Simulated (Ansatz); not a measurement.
# NiSi: opening a crack plane

NiSi, Pnma, a = 5.154 Å, b = 3.375 Å, c = 5.620 Å. Ansatz: PBE, PAW, 420 eV, Γ-centred 8×11×4 mesh on 16 atoms, Gaussian smearing 0.15 eV; no spin polarisation. One cut on (001) per cell of 16 atoms is opened rigidly by x, between planes of Si and Si that stand 0.94 Å apart; y is the energy per area (17.398 Å², 1 eV/Å² = 16.02 J/m²).

| x (Å) | y (J/m²) |
| --- | --- |
| 0.00 | 0.000 |
| 0.50 | 0.954 |
| 1.00 | 2.235 |
| 2.00 | ? |
| 3.00 | 3.862 |
| 6.00 | 3.923 |

**Question.** Fit the universal binding curve y = W[1 − (1 + x/l) e^(−x/l)] to the other rows, give the peak stress, and predict the missing value.

**Answer.** Least squares gives W = 3.94 J/m² and l = 0.526 Å. The stress dy/dx peaks at x = l with W/(e l) = 27.6 GPa, for rigid faces. At x = 2.00: x/l = 3.802, y = 3.518 J/m². The run gave 3.570 J/m², so the fit is 0.052 J/m² too low, a small miss on the scale of the series.

Cost: 6 runs of about 19 core-minutes in all, on Arm Neoverse V2 (shared hosts).